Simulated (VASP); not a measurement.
All values below come from PW91 GGA, VASP's PBE PAW potentials (set 64) (plane waves; VASP 6.6.1).

VASP input:

**INCAR**
```
ALGO  =  Normal
EDIFF  =  1E-7
ENCUT  =  520
GGA  =  91
ISIF  =  2
ISMEAR  =  0
LASPH  =  T
LCHARG  =  F
LMAXMIX  =  4
LREAL  =  F
LWAVE  =  F
NELM  =  100
PREC  =  Accurate
SIGMA  =  0.05
SYSTEM  =  ZrO2
```

### POSCAR
```
ZrO2
1
    0.0000000000     2.5327475749     2.5327475749
    2.5327475749     0.0000000000     2.5327475749
    2.5327475749     2.5327475749     0.0000000000
Zr O
1 2
Direct
  0.0000000000   0.0000000000   0.0000000000
  0.2500000000   0.2500000000   0.2500000000
  0.7500000000   0.7500000000   0.7500000000
```

### KPOINTS
```
kpoints
0
gamma
8 8 8
0 0 0
```

POTCAR, in this order: Zr_sv O (PBE.64 set). Program: vasp_std.

Output

OSZICAR:
```
       N       E                     dE             d eps       ncg     rms          rms(c)
DAV:   1     0.193677579455E+03    0.19368E+03   -0.14687E+04   928   0.154E+03
DAV:   2    -0.278936490231E+02   -0.22157E+03   -0.21766E+03  1248   0.387E+02
DAV:   3    -0.350348164651E+02   -0.71412E+01   -0.71366E+01  1288   0.731E+01
DAV:   4    -0.352461152692E+02   -0.21130E+00   -0.21127E+00  1432   0.926E+00
DAV:   5    -0.352480383238E+02   -0.19231E-02   -0.19230E-02  1136   0.798E-01    0.257E+01
DAV:   6    -0.287903034544E+02    0.64577E+01   -0.36851E+01  1024   0.480E+01    0.103E+01
DAV:   7    -0.287505670772E+02    0.39736E-01   -0.14373E+00  1272   0.981E+00    0.644E+00
DAV:   8    -0.287212861098E+02    0.29281E-01   -0.16105E-01  1248   0.422E+00    0.458E-01
DAV:   9    -0.287215459467E+02   -0.25984E-03   -0.17856E-02  1200   0.918E-01    0.316E-01
DAV:  10    -0.287223981876E+02   -0.85224E-03   -0.55754E-03  1112   0.740E-01    0.166E-01
DAV:  11    -0.287223853357E+02    0.12852E-04   -0.18674E-03  1216   0.360E-01    0.143E-01
DAV:  12    -0.287223251642E+02    0.60171E-04   -0.31456E-04  1048   0.145E-01    0.692E-03
DAV:  13    -0.287223264613E+02   -0.12971E-05   -0.16262E-05  1216   0.298E-02    0.489E-03
DAV:  14    -0.287223266069E+02   -0.14553E-06   -0.24523E-06  1192   0.104E-02    0.606E-03
DAV:  15    -0.287223264320E+02    0.17490E-06   -0.23232E-07  1008   0.471E-03    0.786E-04
DAV:  16    -0.287223264243E+02    0.76284E-08   -0.10447E-08   560   0.904E-04
   1 F= -.28722326E+02 E0= -.28722326E+02  d E =-.540174E-12
```

OUTCAR:
```
------------------------ aborting loop because EDIFF is reached ----------------------------------------
  FORCE on cell =-STRESS in cart. coord.  units (eV):
  Direction    XX          YY          ZZ          XY          YZ          ZX
  --------------------------------------------------------------------------------------
  Total        1.5610727      1.5610727      1.5610727     -0.0000000      0.0000000      0.0000000
  in kB       76.9711507     76.9711507     76.9711507     -0.0000000      0.0000000      0.0000000
  external PRESSURE =      76.9711507 kB  Pullay stress =       0.0000000 kB
  volume of cell :       32.49
      direct lattice vectors                 reciprocal lattice vectors
     0.000000000  2.532747575  2.532747575    -0.197414067  0.197414067  0.197414067
     2.532747575  0.000000000  2.532747575     0.197414067 -0.197414067  0.197414067
     2.532747575  2.532747575  0.000000000     0.197414067  0.197414067 -0.197414067
 POSITION                                       TOTAL-FORCE (eV/Angst)
 -----------------------------------------------------------------------------------
      0.00000      0.00000      0.00000         0.000000     -0.000000     -0.000000
      1.26637      1.26637      1.26637        -0.000000     -0.000000     -0.000000
      3.79912      3.79912      3.79912         0.000000      0.000000      0.000000
 -----------------------------------------------------------------------------------
    total drift:                                0.000000      0.000000      0.000000
  FREE ENERGIE OF THE ION-ELECTRON SYSTEM (eV)
  ---------------------------------------------------
  free  energy   TOTEN  =       -28.7223264243 eV

  energy  without entropy=      -28.7223264243  energy(sigma->0) =      -28.72232642
```
(Selected blocks of OUTCAR.)

OUTCAR:
```
 val. band max:        7.3153916940   @ k =   0.5000   0.5000   0.0000

 cond. band min:      10.7045070151   @ k =   0.0000   0.0000   0.0000


 Fermi energy:         7.5364068232

 k-point     1 :       0.0000    0.0000    0.0000
  band No.  band energies     occupation
      1     -40.5686      2.00000
      2     -18.4813      2.00000
      3     -18.4813      2.00000
      4     -18.4813      2.00000
      5     -10.8964      2.00000
      6      -8.2844      2.00000
      7       2.0091      2.00000
      8       2.0091      2.00000
      9       2.0091      2.00000
     10       6.7808      2.00000
     11       6.7808      2.00000
     12       6.7808      2.00000
     13      10.7045      0.00000
     14      10.7045      0.00000
     15      14.0257      0.00000
     16      16.8502      0.00000

 k-point     2 :       0.1250    0.0000    0.0000
  band No.  band energies     occupation
      1     -40.5611      2.00000
      2     -18.6014      2.00000
      3     -18.4924      2.00000
      4     -18.4924      2.00000
      5     -10.6700      2.00000
      6      -8.4465      2.00000
      7       2.1620      2.00000
      8       2.1620      2.00000
      9       2.4394      2.00000
     10       6.4151      2.00000
     11       6.4973      2.00000
     12       6.4973      2.00000
     13      10.9980      0.00000
     14      10.9980      0.00000
     15      14.4863      0.00000
     16      16.3256      0.00000

 k-point     3 :       0.2500    0.0000    0.0000
  band No.  band energies     occupation
      1     -40.5431      2.00000
      2     -18.8707      2.00000
      3     -18.5189      2.00000
      4     -18.5189      2.00000
      5     -10.1890      2.00000
      6      -8.7301      2.00000
      7       2.5366      2.00000
      8       2.5366      2.00000
      9       3.4499      2.00000
     10       5.6841      2.00000
     11       6.0035      2.00000
     12       6.0035      2.00000
     13      11.4196      0.00000
...
```

The compound is ZrO2 in the fluorite structure, the high-temperature cubic form, which is unstable at 0 K; the monoclinic form is the stable one. This cell is one point of a volume scan, at 0.97 of the reference volume.
